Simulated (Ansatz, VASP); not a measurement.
# Two plane-wave programs on Br

The input INCAR:

```
ALGO     = Normal         # electronic algorithm
EDIFF    = 1E-6           # SCF threshold, eV
ENCUT    = 520            # plane-wave cutoff, eV
GGA      = PS             # functional
ISIF     = 2              # what is computed and relaxed
ISMEAR   = 0              # smearing method
LASPH    = T              # aspherical terms in the spheres
LCHARG   = F              # write CHGCAR
LREAL    = F              # projectors in reciprocal space
LWAVE    = F              # write WAVECAR
NBANDS   = 10             # bands
NELM     = 100            # most SCF steps
PREC     = Accurate       # precision mode
SIGMA    = 0.1            # smearing width, eV
```

The input KPOINTS:

```
k-points
0
Gamma
  18 18 18
```

Contents of POSCAR:

```
Br
1.0
   -1.2266228022      1.3270928467      3.4831424618
    1.2266228022     -1.3270928467      3.4831424618
    1.3974418068      1.4979118513     -3.4831424618
Br
1
Direct
    0.0000000000      0.0000000000      0.0000000000
```

Input for Ansatz:

```yaml
crystal:
  lattice:
    - [-1.2266228022, 1.3270928467, 3.4831424618]
    - [1.2266228022, -1.3270928467, 3.4831424618]
    - [1.3974418068, 1.4979118513, -3.4831424618]
  atoms:
    - { symbol: Br, position: [0.0, 0.0, 0.0] }
basis:
  ecutwfc: 420
kpoints:
  mp_grid: { grid: [18, 18, 18] }
hamiltonian:
  xc: pbesol
scf:
  occupations: { method: gaussian, width: 0.1 }
output:
  forces: true
  stress: true
  eigenvalues: true
  write_density: true
  write_potential: true
  elf: true
  volumetric_format: npy
```

Alike in both runs: task single point; functional PBEsol; k mesh 18 × 18 × 18; occupations gaussian, width 0.1 eV; no spin polarisation.

|  | VASP | Ansatz |
| --- | --- | --- |
| version | VASP 6.6.1 | Ansatz 0.2.0 |
| potentials or method | VASP PAW PBE potentials, release 64 (Br) | scalar-relativistic, plane waves, PAW |
| plane-wave cutoff (eV) | 520 | 420 |
| valence electrons in the cell | 7 | 7 |

|  | VASP | Ansatz | Ansatz less VASP |
| --- | --- | --- | --- |
| gap on the k mesh at the Fermi level (eV) | none | none | - |
| pressure (GPa) | 5.4 | 5.3 | -0.05 |
| largest component of the traceless stress (GPa) | 4.64 | 4.58 | -0.062 |

A gap of «none» marks a metal or a gap that the smearing closes.

Caveats: the PAW data sets were made with another functional, which shifts forces and pressure a little (VASP); an odd number of electrons without spin polarisation forces a metal; a magnetic or distorted state may lie lower.
